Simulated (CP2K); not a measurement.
Runs of CP2K 2026.2 on CaSe. It takes space group Fm-3m (No. 225, cubic). Conventional cell: a = 5.912 Å, b = 5.912 Å, c = 5.912 Å, α = 90.00°, β = 90.00°, γ = 90.00°. Se (site symmetry m-3m) has 6 Ca at 2.96 Å as nearest neighbours. Ca (site symmetry m-3m) is surrounded by 6 Se at 2.96 Å. 

```tsv
level	potentials or basis	smearing	NGRIDS	points a segment of the path (NPOINTS)	bands added on the path	CUTOFF of the grids	gap on the mesh (eV)	pressure (GPa)
TB-mBJ	POTENTIAL_UZH Se GTH-PBE-q6, Ca GTH-PBE-q10; TZVP-MOLOPT-PBE-GTH basis	fermi-dirac 0.05 eV	5	8	2	675 Ry	(b)	-
LDA	GTH_POTENTIALS Se GTH-PADE-q6, Ca GTH-PADE-q10; TZVP-MOLOPT-PBE-GTH basis	fermi-dirac 0.05 eV	5	10	2	450 Ry	(a)	-2.9
PBEsol	POTENTIAL_UZH Se GTH-PBE-q6, Ca GTH-PBE-q10; TZVP-MOLOPT-PBE-GTH basis	fermi-dirac 0.0259 eV	4	6	2	450 Ry	2.12	-0.3
r2SCAN	POTENTIAL_UZH Se GTH-SCAN-q6, Ca GTH-SCAN-q10; TZVP-MOLOPT-SCAN-GTH basis	fermi-dirac 0.0259 eV	5	8	6	675 Ry	2.65	0.4
```

Alike in all rows: task band structure; no spin polarisation; cell as given; k mesh 8 × 8 × 8.

**Question.** Estimate the missing entries.

**Answer.** (a) 2.04; (b) 2.21.

Caveats: the basis of atomic orbitals isn't converged, which shifts pressures, moduli and gaps; the potentials were made for another functional, which shifts forces and pressure (some runs); this is a model potential without an energy functional, so only levels have meaning (some runs).

A k mesh can miss the band edges, and the runs leave out spin-orbit coupling on Se.
